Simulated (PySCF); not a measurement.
# SMILES C1CCNC1, C$_{4}$H$_{9}$N

Geometry:
```
atom   x (Å)   y (Å)   z (Å)
  C1  -0.197  -1.158   0.120
  C2   1.141  -0.388   0.067
  C3   0.713   1.096   0.010
  N4  -0.646   1.125  -0.505
  C5  -1.267  -0.045   0.093
  H6  -0.302  -1.818  -0.755
  H7  -0.285  -1.797   1.012
  H8   1.714  -0.661  -0.832
  H9   1.788  -0.599   0.932
 H10   0.709   1.523   1.028
 H11   1.381   1.725  -0.597
 H12  -0.619   1.003  -1.517
 H13  -2.184  -0.326  -0.446
 H14  -1.568   0.210   1.125
```

Computed, not measured: PySCF 2.14.0, GIAO BHandHLYP/aug-pcSseg-1 magnetisability, rotational g tensor and spin-rotation constants, non-relativistic, gas phase. Geometry: PBE0-D3(BJ)/def2-SVP.

(1) What are the magnetisability and the molar susceptibility?

(2) Split it along the inertial axes a, b, c into diamagnetic and paramagnetic parts about the centre of mass, with the quadrupole moment.

(3) And the rotational g tensor?

Results:

(1) Isotropic -940 × 10⁻³⁰ J/T², or -56.6 × 10⁻⁶ cm³/mol; principal values -973, -924, -923 × 10⁻³⁰ J/T², anisotropy 50 × 10⁻³⁰ J/T² (root of half the summed squared differences of the principal values). The susceptibility is in cgs units.

(2) 
```tsv
axis	χ (10⁻⁶ cm³/mol)	diamagnetic (10⁻⁶ cm³/mol)	paramagnetic (10⁻⁶ cm³/mol)	summed x² of all electrons (Å²)	quadrupole Θ (D Å)
a	-55.8	-264.1	208.3	47.0	-5.92
b	-55.6	-264.3	208.8	47.0	+2.20
c	-58.4	-398.7	340.3	15.3	+3.73
```
Anisotropies 2χaa − χbb − χcc = +2.4 and 2χbb − χaa − χcc = +3.1 × 10⁻⁶ cm³/mol. Θ is traceless in Buckingham's convention.

(3) 
```tsv
axis	rotational constant (GHz)	g	nuclear part	electronic part
a	6.9141	+0.0019	0.6785	-0.6766
b	6.7275	-0.0140	0.6459	-0.6598
c	3.9275	-0.0046	0.6233	-0.6279
```
Asymmetric top; isotopes 12C, 1H, 14N; no vibrational averaging.
